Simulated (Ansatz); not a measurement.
**V: spin order and energy**

```
V
1.0
     0.00000    2.73348    2.73348
     2.73348    0.00000    2.73348
     2.73348    2.73348    0.00000
V
2
Direct
  0.00000 0.00000 0.00000
  0.25000 0.25000 0.25000
```

Atoms are numbered in the order listed.

The cell was built from the diamond type and relaxed in the same program, and has space group Fd-3m; it needn't be a known or the stable phase.

Other magnetic orders may lie lower; this is the state that the run reached.

Level of theory: Ansatz 0.2.0, DFT, PBE, all-electron LAPW, scalar-relativistic.

Numerical set-up: a Γ-centred 10×10×10 k mesh, Fermi–Dirac smearing of 0.08 eV, basis error target 1 meV/atom. PBE unless a row says otherwise.

Energies are extrapolated to zero smearing; site moments are those inside atomic spheres.

The runs: ferromagnetic start; antiferromagnetic start; no spin polarisation; spin-orbit coupling on.

Problem. Tabulate energies, moments and gaps of the runs.

Solution. 
```
                    run  E − E(first) (meV/atom)  spin moment V1 (μB)  spin moment V2 (μB)  cell spin moment (μB)  gap (eV)  P (GPa)
    ferromagnetic start                        0                 1.59                 1.59                   3.74      none      0.0
antiferromagnetic start                        0                 1.59                 1.59                   3.74      none      0.0
   no spin polarisation                      131                    0                    0                      0      none     -4.7
 spin-orbit coupling on                        –                    –                    –                   3.74      none      0.0
```

From crystal-made all-electron datasets, the contact spin densities (averaged over the Thomson radius about each nucleus) in the first state are V1 6.32 e/Å³ (up less down).

Problem. What Fermi-contact hyperfine field is that at V1?

Solution. B = (2μ0/3) μB ρs(0) = 7.769 T·Å³ × (6.32) = 49.1 T, parallel to the magnetisation of the spin-up electrons. Orbital and dipolar fields aren't included.
